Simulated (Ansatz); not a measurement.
# Σ5 (210) boundary in fcc Al with Si (substitutional): structure and resistance, part 2 of 2

How much does the Σ5 (210) boundary in fcc Al with Si (substitutional) reflect electrons?

Ansatz 0.2.0; Ansatz plane-wave DFT, PBE, PAW files; relaxation of a bicrystal slab with its lowest layers held; PAW set soft_1 (the session's first sound run).

So far. Step 2 (Relaxing the bicrystal): The largest force component on a free atom ends at 0.022 eV/Å, under the tolerance of 0.03, after 8 steps.

### 3. Transmission across the boundary

Bulk layers of each grain are laid under and over the relaxed boundary, and a lead is named in the middle of each, away from the free faces. The mesh across the current, 18×18, is finer than the density's, because channels open and close sharply across the zone. Energies from -0.1 to 0.1 eV in steps of 0.05 eV are too few for the program's thermal sum, so it prints no conductance; for a metal the transmission near the Fermi level serves, at a fraction of the cost.

This step: Ansatz plane-wave DFT, PBE, PAW files; ballistic transport by layer matching (Landauer), zero bias; boundary relaxed in a short slab, bulk layers laid on; PAW set soft_1 (Ansatz 0.2.0).

System of this step: Σ5 (210) boundary in fcc Al with Si (substitutional). The cell holds 47 atoms: 46 Al and 1 Si. Cell: a = 4.958 Å, b = 4.048 Å, c = 49.777 Å, α = 90.0°, β = 90.0°, γ = 65.9°. It derives from Al. Regions: lower grain, 19 atoms (19 Al); boundary, 13 atoms (12 Al and 1 Si); upper grain, 15 atoms (15 Al). Vacuum lies along c.

The input, input.yaml:

```yaml
crystal:
  lattice:
    - [4.957730497, 0.0, 0.0]
    - [1.6525768323, 3.6952741352, 0.0]
    - [0.0, 0.0, 49.7770066133]
  atoms:
    - { symbol: Al, position: [-15.0, 7.5000000002, 0.0803583878] }
    - { symbol: Al, position: [-14.4, 7.2000000002, 0.098542559] }
    - { symbol: Al, position: [-13.8, 6.9000000002, 0.1167267301] }
    - { symbol: Al, position: [-13.2, 6.6000000002, 0.1349109013] }
    - { symbol: Al, position: [-12.6, 6.3000000002, 0.1530950725] }
    - { symbol: Al, position: [-12.0, 6.0000000002, 0.1712792437] }
    - { symbol: Al, position: [-11.4, 5.7000000001, 0.1894634149] }
    - { symbol: Al, position: [-10.8, 5.4000000001, 0.207647586] }
    - { symbol: Al, position: [-10.2, 5.1000000001, 0.2258317572] }
    - { symbol: Al, position: [-9.6, 4.8000000001, 0.2440159284] }
    - { symbol: Al, position: [-9.0, 4.5000000001, 0.2622000996] }
    - { symbol: Al, position: [-8.4, 4.2000000001, 0.2803842708] }
    - { symbol: Al, position: [-7.8, 3.9000000001, 0.2985684419] }
    - { symbol: Al, position: [-7.2, 3.6000000001, 0.3167526131] }
    - { symbol: Al, position: [-6.6, 3.3000000001, 0.3349367843] }
    - { symbol: Al, position: [-6.0, 3.0, 0.3531209555] }
    - { symbol: Al, position: [-5.4, 2.7, 0.3713051267] }
    - { symbol: Al, position: [-4.8, 2.4, 0.3894892978] }
    - { symbol: Al, position: [-4.2, 2.1, 0.407673469] }
    - { symbol: Al, position: [0.4, 0.8, 0.4258576402] }
    - { symbol: Al, position: [1.0046883498, 0.4976558251, 0.4449667955] }
    - { symbol: Al, position: [0.6021343375, 0.1989328312, 0.4630000599] }
    - { symbol: Al, position: [0.2121722331, 0.8939138834, 0.4804811305] }
    - { symbol: Al, position: [0.7852168117, 0.6073915942, 0.4984244439] }
    - { symbol: Al, position: [0.3988073723, 0.3005963138, 0.5319122583] }
    - { symbol: Si, position: [-0.0107689033, 0.0053844516, 0.5274530701] }
    - { symbol: Al, position: [0.7838249651, 0.6080875174, 0.5572153882] }
    - { symbol: Al, position: [0.2043137572, 0.8978431214, 0.5747024738] }
    - { symbol: Al, position: [0.5958584175, 0.2020707913, 0.5923933875] }
    - { symbol: Al, position: [1.0033370437, 0.4983314782, 0.6106144469] }
    - { symbol: Al, position: [0.4073830754, 0.7963084623, 0.6289102988] }
    - { symbol: Al, position: [0.8073311334, 0.0963344333, 0.6468790445] }
    - { symbol: Al, position: [-4.7926688666, 2.3963344333, 0.6650632157] }
    - { symbol: Al, position: [-5.3926688666, 2.6963344333, 0.6832473869] }
    - { symbol: Al, position: [-5.9926688666, 2.9963344333, 0.7014315581] }
    - { symbol: Al, position: [-6.5926688666, 3.2963344333, 0.7196157292] }
    - { symbol: Al, position: [-7.1926688666, 3.5963344333, 0.7377999004] }
    - { symbol: Al, position: [-7.7926688666, 3.8963344334, 0.7559840716] }
    - { symbol: Al, position: [-8.3926688666, 4.1963344334, 0.7741682428] }
    - { symbol: Al, position: [-8.9926688666, 4.4963344334, 0.792352414] }
    - { symbol: Al, position: [-9.5926688666, 4.7963344334, 0.8105365851] }
    - { symbol: Al, position: [-10.1926688666, 5.0963344334, 0.8287207563] }
    - { symbol: Al, position: [-10.7926688666, 5.3963344334, 0.8469049275] }
    - { symbol: Al, position: [-11.3926688666, 5.6963344334, 0.8650890987] }
    - { symbol: Al, position: [-11.9926688666, 5.9963344334, 0.8832732699] }
    - { symbol: Al, position: [-12.5926688666, 6.2963344334, 0.901457441] }
    - { symbol: Al, position: [-13.1926688666, 6.5963344335, 0.9196416122] }
kpoints:
  mp_grid: { grid: [7, 7, 1] }
hamiltonian:
  xc: pbe
  pseudopotentials: { kind: paw, azcp: { folder: soft_1 } }
scf:
  occupations: { method: fermi_dirac, width: 0.1 }
output:
  transmission:
    leads: [[10, 11], [38, 39]]
    kmesh: [18, 18]
    e_range: [-0.1, 0.1]
    de: 0.05
  write_potential: true
  write_density: true
  volumetric_format: npy
  elf: true
```

Command:

```bash
$ ansatz run input.yaml --threads 4 --pin off --max-ram 15360MiB --backend cpu --events-out ev --progress --plain --runs-dir out
```

Numbers of over 12 decimals in the logs are rounded to 6 here.

The log of the run:

```text
[...]
Crystal: 47 atoms, lattice volume = 911.923 Å³
Basis set: ecut = 420 eV, 17867 PW (Γ)
Bands: 118, of which v1, the nominal top of the filled ones, is band 71 counted from 1 (70 counted from 0)
Symmetry: 2 space group operations
[...]
k-points: 16 of 49 (time reversal used)
[...]
SCF iter   1: F=—  HF=-25361.769549 eV  |F-HF|=—  |Δ(HF+E_count)|=         —  Δρ=2.28e-2  dr2=7.44e1  ethr=3.10e-3  ⟨swp⟩=8.1  Hψ=10615  notcnv=0  defer=91
[...]
SCF iter   9: F=-25358.310048 eV  HF=-25358.310048 eV  |F-HF|=3.41e-8  |Δ(HF+E_count)|=   6.22e-9  Δρ=5.48e-7  dr2=3.77e-8  ethr=7.04e-11  ⟨swp⟩=1.0  Hψ=3758  notcnv=0
SCF 1 converged in 9 iterations: F = -25358.310048 eV  dr2 = 3.77e-8
[...]
transmission: 352 of 3458 steps passed
transmission: 700 of 3458 steps passed
[...]
transmission: 3458 of 3458 steps passed
WARN: The output density's exchange-correlation potential varies sharply where the density is thin. Do not read a vacuum level from v_tot or v_xc, or from such a field of the output density. On a cell that repeats whose density bears no net charge and no dipole along the vacuum's axis use v_es (v_loc + v_h of the components); under efield.dipole_correction with no amplitude use v_es + v_field, which holds any externa [...]
SCF converged after 9 iterations
Free energy (F): -25358.310048 eV
[...]
Internal energy: -25357.701943 eV  (E = F + TS)
E sigma→0 (E₀):  -25358.005996 eV
Entropy (-TS):   -0.608105 eV (-12.938 meV/atom)
Fermi energy:    6.179546 eV
[...]
--- Band table (eV; the first three rows and the last of 16) ---
  k-point 0: bands = [... 67 lower, 6.0021, 6.0210, 6.1316, 6.3225, 6.3365, 6.4110, 6.4331, 6.4411, ... 43 higher]
  k-point 1: bands = [... 67 lower, 5.3847, 5.4761, 5.5795, 5.6636, 5.7244, 5.9342, 5.9820, 6.0301, ... 43 higher]
  k-point 2: bands = [... 67 lower, 5.1512, 5.2555, 5.3373, 5.4750, 5.6221, 5.7466, 5.8546, 5.9299, ... 43 higher]
  k-point 15: bands = [... 67 lower, 7.0033, 7.0595, 7.3041, 7.3264, 7.4598, 7.5033, 7.7220, 7.8244, ... 43 higher]
--- Transmission ---
  basis      : 161 plane waves across, 38 finite elements along
  points     : 91, standing for a mesh of 18 x 18
  energies   : 5 from -0.100000 to 0.100000 eV about the Fermi level, 0.050000 eV apart; the leads are filled to 0.000000 eV, and channels, transmission and decay are at 0.000000 eV
  crystal 0  : Al3, at the sites [10, 11], period 2.7155 Å, over 18.10 Å; its Hamiltonian steps by up to 29.3 meV: too much for a lead, lay more layers or, if its atoms are ordered, name the step of that order
    offset         : up to 0.0000 Å between an atom of the period and one for which it stands
    channels       : 3.552469e0 a spin
    conductance    : none, the energies end too early or step too widely for 300 K: set another output.transmission.e_range or a lower de, or, where they end at an eighth of basis.ecutwfc, a higher one
[...]
channels       : 3.552469e0 a spin
[...]
junction   : crystal 0 to crystal 1, 12.84 to 36.52 Å
    transmission   : 2.380858e0 a spin
[...]
```

Elapsed: 7.4 min, on 4 threads of Arm Neoverse V1, shared host; peak memory 3.3 GiB.

In the SCF lines HF is the Harris–Foulkes energy and dr2 the Hartree energy of the density residual, in eV; the loop may stop once dr2 is under the threshold and the program's other checks hold. Hψ counts applications of the Hamiltonian.

This step gave:

- free energy: -25358.3100 eV
- energy at zero smearing: -25358.0060 eV
- Fermi energy: 6.180 eV
- cell area: 18.32 Å²
- transmission per spin nearest the Fermi level: 2.381
- open channels per spin nearest the Fermi level: 3.552
- open channels per spin, upper lead: 3.552
- step of the lead's potential: 29.3 meV
- step of the upper lead's potential: 31.1 meV

Per spin. The transmission, zone mean by energy, zero at the Fermi level:

```csv
energy (eV),"transmission, zone mean"
-0.1000,2.30
-0.0500,2.32
0.0000,2.38
0.0500,2.44
0.1000,2.48
```

Per spin. Open channels, zone mean against energy, zero at the Fermi level:

```csv
energy (eV),lead,upper lead
-0.1000,3.44,3.44
-0.0500,3.50,3.51
0.0000,3.55,3.55
0.0500,3.61,3.62
0.1000,3.65,3.65
```

Transmission over k1 and k2. At 0.0000 eV from the Fermi level.

Values, 12 rows by 16 columns, each cell a mean:
```
1.90 2.18 2.11 2.19 2.20 2.11 1.92 1.87 1.65 1.38 1.61 2.01 2.09 1.64 1.31 1.52
2.83 2.94 2.67 2.91 2.74 3.12 2.75 2.05 2.48 2.72 2.35 2.00 2.69 2.60 2.20 2.59
3.19 2.35 2.78 2.62 2.83 3.25 3.00 3.08 2.63 2.37 1.50 2.23 2.87 2.85 3.01 3.16
2.89 2.74 2.74 2.54 2.12 2.49 3.27 3.68 2.35 1.35 1.43 2.83 3.56 2.99 2.19 2.17
2.62 2.63 2.51 2.50 2.44 2.15 2.71 2.51 2.09 2.35 2.06 2.63 2.43 2.39 2.35 2.46
2.83 2.80 2.67 2.53 2.49 2.64 2.71 2.67 2.40 2.76 2.81 2.55 2.40 2.64 2.71 2.75
2.32 2.13 2.22 2.23 2.32 2.10 2.10 2.39 2.24 2.35 2.16 2.11 2.32 2.25 2.18 2.33
2.71 2.10 2.09 2.83 3.44 2.85 1.51 1.43 2.34 3.39 3.26 2.13 2.01 2.52 2.79 2.82
3.27 3.03 3.02 3.02 2.96 2.34 1.35 2.43 2.70 3.28 2.97 3.14 2.92 2.77 2.77 2.49
3.27 2.97 2.45 2.68 2.78 1.79 2.15 2.74 2.55 2.45 3.12 3.29 2.57 2.97 2.53 2.79
1.83 1.72 1.84 2.12 2.27 2.06 2.06 1.94 1.96 1.86 2.06 2.46 2.53 2.46 2.48 2.50
0.87 0.90 1.51 1.46 1.72 1.65 1.64 0.61 0.75 1.10 1.85 1.63 1.69 1.66 1.85 0.98
```
Columns: k1 (b1) from -0.5 to 0.444; rows upwards: k2 (b2) from -0.5 to 0.444.

Open channels over k1 and k2. At 0.0000 eV from the Fermi level.

Values, 12 rows by 16 columns, each cell a mean:
```
3.04 3.33 3.33 3.63 3.63 3.33 3.07 3.00 2.93 2.41 2.89 3.63 3.63 2.67 2.33 2.93
3.70 3.85 3.78 4.07 3.70 4.00 3.74 3.07 3.07 3.74 3.78 3.63 4.00 3.33 3.00 3.59
3.89 3.15 3.67 3.52 3.70 4.00 4.00 4.30 4.00 3.63 2.67 3.63 4.19 4.11 4.00 4.00
3.30 3.00 3.00 3.15 3.33 3.78 4.52 4.96 3.85 2.44 2.44 4.30 4.85 4.33 3.48 3.33
3.67 3.67 3.67 3.52 3.33 3.56 4.44 4.07 3.00 3.07 3.56 4.44 3.70 3.56 3.22 3.59
3.67 3.67 3.67 3.81 4.00 4.67 5.26 4.74 3.15 4.56 5.11 4.81 4.07 3.78 3.74 3.67
3.33 3.26 3.33 3.26 3.81 4.33 3.74 3.07 3.11 4.07 4.33 3.59 3.22 3.44 3.33 3.33
3.33 3.26 3.33 4.15 4.70 4.33 2.70 2.33 3.78 4.74 4.56 3.52 3.15 3.22 3.33 3.33
4.00 4.00 4.00 4.30 4.30 3.78 2.11 3.74 4.07 4.52 4.00 4.00 3.81 3.44 3.33 3.04
4.00 3.85 3.33 3.63 4.00 3.33 3.52 3.96 3.33 3.48 4.00 4.00 3.44 4.11 3.63 3.63
3.00 2.93 2.67 3.11 3.85 3.78 3.41 2.74 3.00 3.00 3.22 3.67 3.85 3.78 3.67 3.67
2.33 2.41 2.67 2.81 3.19 3.11 2.74 2.07 2.33 2.48 3.00 3.00 3.19 3.11 3.00 2.41
```
Columns: k1 (b1) from -0.5 to 0.444; rows upwards: k2 (b2) from -0.5 to 0.444.

Electrostatic potential energy in the cb plane at fractional x = 0.000, with atoms of Al and Si within 0.2 Å of it. With pseudopotentials it is smooth inside the atoms' cores, unlike the true potential.

Ten even steps from '0' (-12 eV) to '9' (8 eV), each cell a mean:
```
86158874458999987556871010068754689999863368
11379987678998988777885100378877789889876678
55788888888754688888887656788888886556888888
88987678897312148987778888877789862112689877
99986447886168417886567899865678842782388764
99975346885189617886457899864578833993288753
99986567887135237987668899876688851441489865
77888778898522368988888777888889974224788888
22589887788877888888886312588878888778887788
53168876568999998667873000168765789999875568
98248864357999987546771041057643589999852258
```
Columns run along c (16.0 Å, from fractional 0.35 to 0.67 of the cell; values clipped at the 3rd and 97th percentile), rows up along b (4.0 Å). Atoms in or near the plane, at fractional coordinates: Al at (0.35, 0.00), Al at (0.44, 0.50), Si at (0.53, 0.01), Al at (0.61, 0.50).

Valence density in the cb plane at fractional x = 0.000, with atoms of Al and Si within 0.2 Å of it. It is the smooth field of the valence electrons, not physical close to the nuclei.

Values in e/Å³, 6 rows by 16 columns, each cell a mean:
```
0.13 0.19 0.20 0.20 0.14 0.16 0.20 0.25 0.34 0.34 0.24 0.20 0.16 0.15 0.21 0.19
0.18 0.20 0.20 0.19 0.19 0.20 0.19 0.20 0.28 0.27 0.20 0.19 0.19 0.19 0.19 0.20
0.13 0.20 0.19 0.18 0.12 0.16 0.18 0.18 0.17 0.17 0.19 0.18 0.15 0.12 0.19 0.20
0.14 0.20 0.20 0.18 0.14 0.17 0.18 0.18 0.18 0.19 0.19 0.18 0.17 0.15 0.19 0.20
0.19 0.20 0.20 0.19 0.18 0.19 0.19 0.21 0.32 0.31 0.21 0.20 0.19 0.18 0.20 0.20
0.10 0.19 0.19 0.20 0.13 0.16 0.20 0.26 0.31 0.32 0.25 0.21 0.15 0.14 0.21 0.19
```
Columns run along c (16.0 Å, from fractional 0.35 to 0.67 of the cell), rows up along b (4.0 Å). Atoms in or near the plane, at fractional coordinates: Al at (0.35, 0.00), Al at (0.44, 0.50), Si at (0.53, 0.01), Al at (0.61, 0.50).

ELF in the cb plane at fractional x = 0.000, with atoms of Al and Si within 0.2 Å of it. It is the smooth field of the valence electrons, not physical close to the nuclei.

Values, 6 rows by 16 columns, each cell a mean:
```
0.22 0.56 0.57 0.60 0.36 0.44 0.57 0.61 0.60 0.61 0.59 0.58 0.43 0.38 0.60 0.56
0.49 0.60 0.61 0.58 0.49 0.56 0.58 0.57 0.61 0.60 0.55 0.58 0.54 0.51 0.59 0.60
0.30 0.57 0.54 0.54 0.25 0.33 0.56 0.51 0.38 0.39 0.53 0.56 0.32 0.26 0.54 0.55
0.34 0.58 0.57 0.55 0.28 0.40 0.57 0.54 0.43 0.43 0.54 0.56 0.38 0.29 0.55 0.57
0.47 0.59 0.60 0.59 0.50 0.55 0.59 0.57 0.65 0.64 0.55 0.59 0.54 0.52 0.60 0.60
0.21 0.55 0.54 0.59 0.32 0.41 0.56 0.62 0.58 0.58 0.60 0.57 0.40 0.34 0.59 0.53
```
Columns run along c (16.0 Å, from fractional 0.35 to 0.67 of the cell), rows up along b (4.0 Å). Atoms in or near the plane, at fractional coordinates: Al at (0.35, 0.00), Al at (0.44, 0.50), Si at (0.53, 0.01), Al at (0.61, 0.50).

Over the solved energies the transmission per spin lies between 2.30 and 2.48, out of 3.55 channels of the lead on average (up to 3.65). The log calls the step of a lead's potential too much.

### 4. Specific resistance

This step: Ansatz plane-wave DFT, PBE, PAW files; ballistic transport by layer matching (Landauer), zero bias; specific resistance of the boundary; PAW set soft_1 (Ansatz 0.2.0).

This step gave:

| Item | Value |
| --- | --- |
| area resistance | 0.3260 fΩ m² |
| T over the leads' mean channel count | 0.6714 |

Averaged over the energies near the Fermi level, 67.1 % of the channels pass, which makes 0.326 fΩ m².

By hand, with T and the leads' channels N averaged over the energies near the Fermi level: RA = A (h/2e²)(1/T − ½[1/N₁ + 1/N₂]) = 18.32×10⁻²⁰ m² × 12 906 Ω × (1/2.383 − ½[1/3.548 + 1/3.552]) = 0.326 fΩ m².

### 5. Outcome

- specific resistance of the boundary: 0.326 fΩ m²
- share of channels that pass: 0.671

**Reading.** The boundary has a specific resistance of 0.33 fΩ m². The boundary reflects 33 % of the channels; 0.33 fΩ m² is 3.3×10⁻¹² Ω·cm². That equals the resistance of 12 nm of bulk Al at 300 K (measured 2.733 µΩ cm, CRC Handbook of Chemistry and Physics, 84th ed., 2003, Electrical Resistivity of Pure Metals). One Si in 18.3 Å² of boundary is a high coverage. Each plane of this narrow cell holds one atom, so the solute fills a whole plane. One starting structure was relaxed; another shift or atom count at the boundary may lie lower. A lead's potential steps by up to 31 meV from period to period, which the log calls too much, so longer leads could move the result.

[Logs are printed without paths, hosts, clocks, repeated set-up lines and the standing remarks that a program may print on its own settings, such as how far it seeks lower states.]

[Hosts, paths, dates, database ids (printed as entryN), source tags and the programs' standing remarks are cut or masked in the printed files.]
